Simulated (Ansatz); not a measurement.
Runs of Ansatz 0.2.0 on Ge. Symmetry: Cmcm, No. 63, orthorhombic system. The conventional cell has a = 2.976 Å, b = 5.189 Å, c = 4.728 Å, α = 90.00°, β = 90.00°, γ = 90.00°. Ge (site symmetry m2m) has 12 Ge at 2.92 to 2.99 Å as nearest neighbours. This isn't the form of Ge at room conditions, which is diamond.

```csv
task,level,potentials or basis,cell,cutoff (eV),gap on the mesh (eV),pressure (GPa),V0 of scaled cells (Å³/atom),relaxed volume (Å³/atom),B0 (GPa)
relaxation of cell and atoms,BLYP,Ansatz PAW,relaxed,420,none,0.0,-,21.46,-
relaxation of cell and atoms,PBEsol,Ansatz PAW,relaxed,420,none,0.0,-,18.36,-
equation of state,PBEsol,JTH PAW,as given,1080,-,-,18.45,-,77
relaxation of cell and atoms,LDA,Ansatz PAW,relaxed,420,none,0.0,-,(a),-
equation of state,PBEsol,Ansatz PAW earlier set,as given,820,-,-,18.38,-,77
relaxation of cell and atoms,RPBE,Ansatz PAW,relaxed,420,none,0.0,-,19.76,-
relaxation of cell and atoms,revPBE,Ansatz PAW,relaxed,420,none,0.0,-,(b),-
equation of state,PBEsol,PseudoDojo standard,as given,1061,-,-,18.39,-,77
relaxation of cell and atoms,r2SCAN,Ansatz PAW,relaxed,500,none,0.0,-,18.65,-
equation of state,PBEsol,Ansatz PAW,as given,420,-,-,18.37,-,77
equation of state,PBEsol,PseudoDojo stringent,as given,1687,-,-,18.41,-,76
```

Alike in all rows: no spin polarisation; k mesh 10 × 10 × 6; smearing fermi-dirac 0.05 eV.

Q: Estimate the missing entries.

A: (a) 17.92; (b) 19.63.

Caveats: the plane-wave basis is chosen anew once the cell has moved, so the energies of steps on either side of that aren't comparable (some runs); the PAW data sets come from PBE, with cores solved anew for the run's functional, which leaves a small shift of forces and pressure (some runs); the cell was scaled at fixed shape and fractional positions, which overstates the stiffness of a crystal with free parameters, most of all of layers and chains (some runs); the volume moved by over 15 % at a fixed basis, so the end points are rough (some runs).

A k mesh can miss the band edges, and the runs leave out spin-orbit coupling on Ge.

A gap of «none» marks a metal or a gap under the smearing width.

Runs at the PBE level aren't shown here.
